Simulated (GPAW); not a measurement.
Here is a GPAW 26.7.0 calculation.

run.py

```python
from ase import Atoms
from ase.dft.bandgap import bandgap
from ase.io import write
from ase.units import GPa
from gpaw import GPAW, PW

atoms = Atoms(['Zn', 'Zn', 'S', 'S'],
              cell=[[3.811, 0.0, 0.0],
                    [-1.9055, 3.3004228138, 0.0],
                    [0.0, 0.0, 6.234]],
              scaled_positions=[[0.6666666667, 0.3333333333, 0.5],
                                [0.3333333333, 0.6666666667, 0.0],
                                [0.6666666667, 0.3333333333, 0.885],
                                [0.3333333333, 0.6666666667, 0.385]],
              pbc=True)

calc = GPAW(mode=PW(600),
            xc='MGGA_X_REVTPSS+MGGA_C_REVTPSS',
            kpts={'size': (6, 6, 3), 'gamma': True},
            occupations={'name': 'fermi-dirac', 'width': 0.05},
            nbands=31,
            convergence={'density': 1e-05, 'energy': 1e-05},
            eigensolver='davidson',
            maxiter=150,
            txt='gpaw.txt')
atoms.calc = calc
energy = atoms.get_potential_energy()
forces = atoms.get_forces()
stress = atoms.get_stress()
calc.write('gs.gpw')
write('result.traj', atoms)
print(f'Energy: {energy:.6f} eV')
print('Forces (eV/A):')
print(forces.round(4))
print('Stress (GPa):', (stress / GPa).round(3))
print('Fermi level:', round(calc.get_fermi_level(), 4), 'eV')
print(f'Gap: {bandgap(calc)[0]:.4f} eV, direct: {bandgap(calc, direct=True)[0]:.4f} eV')

path = atoms.cell.bandpath('GMKGALHA,LM,KH', npoints=60, eps=1e-4)
bs_calc = calc.fixed_density(kpts=path, symmetry='off', nbands=48,
                             convergence={'bands': 'CBM+6.0', 'eigenstates': 1e-6}, txt='bands.txt')
bs = bs_calc.band_structure()
bs.write('bs.json')
print(f'Gap on the path: {bandgap(bs_calc)[0]:.4f} eV')
```

Potentials or basis: GPAW PAW data sets (gpaw-data 1.2.1), pw.

Command:

```bash
$ OMP_NUM_THREADS=1 python run.py
```

Problem. What does it give for the largest force?

Solution. 0.315 eV/Å.

Problem. What does it give for the band gap on the k mesh?

Solution. 2.34 eV, direct.

Stress tensor (GPa, compression positive):
```
 2.08  0.00  0.00
 0.00  2.08  0.00
 0.00  0.00 -0.29
```

Caveat: the PAW data sets were made with another functional, which shifts forces and pressure a little.

**The experiment to reproduce.**

From a printed reference work, monograph, for a bulk crystal of ZnS at 4 K: band gap 3.911 eV (direct).

Measured gap of ZnS: 3.911 eV (direct; 4 K; a printed reference work, monograph). This calculation gives 2.34 eV (-1.57 eV). The value is that of revTPSS, without temperature or zero-point motion.
